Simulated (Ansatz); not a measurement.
Ti:

```
CELL_PARAMETERS angstrom
2.95000 0.00000 0.00000
-1.47500 2.55477 0.00000
0.00000 0.00000 4.68000
ATOMIC_POSITIONS crystal
Ti 0.66667 0.33333 0.75000
Ti 0.33333 0.66667 0.25000
```

```yaml
Program: Ansatz 0.2.0
Task: relaxation of cell and atoms
Functional: revPBE
Dispersion: D4
Potentials_or_basis: all-electron LAPW, scalar-relativistic
Basis_error_allowed: 0.001 eV/atom
k_mesh: 10 × 10 × 6
Occupations: fermi-dirac, width 0.05 eV
Spin: no spin polarisation
```

At the start: volume 17.64 Å³/atom.

Q: Where does the relaxation end?

A: Over 4 steps the energy falls by 2.1 meV/atom and the volume is 17.31 Å³/atom (-1.8 %); space group P6_3/mmc (No. 194, to 0.05 Å).

Step by step:
```tsv
step	energy change (eV)	largest force (eV/Å)	volume (Å³)
1	0.0000	0.0000	35.27
2	-0.0041	0.0000	34.68
3	-0.0042	0.0000	34.62
4	-0.0042	0.0000	34.62
```

Final structure:
```
Ti
1.0
     2.93437    0.00000    0.00000
    -1.46719    2.54124    0.00000
     0.00000    0.00000    4.64269
Ti
2
Direct
  0.66667 0.33333 0.75000
  0.33333 0.66667 0.25000
```
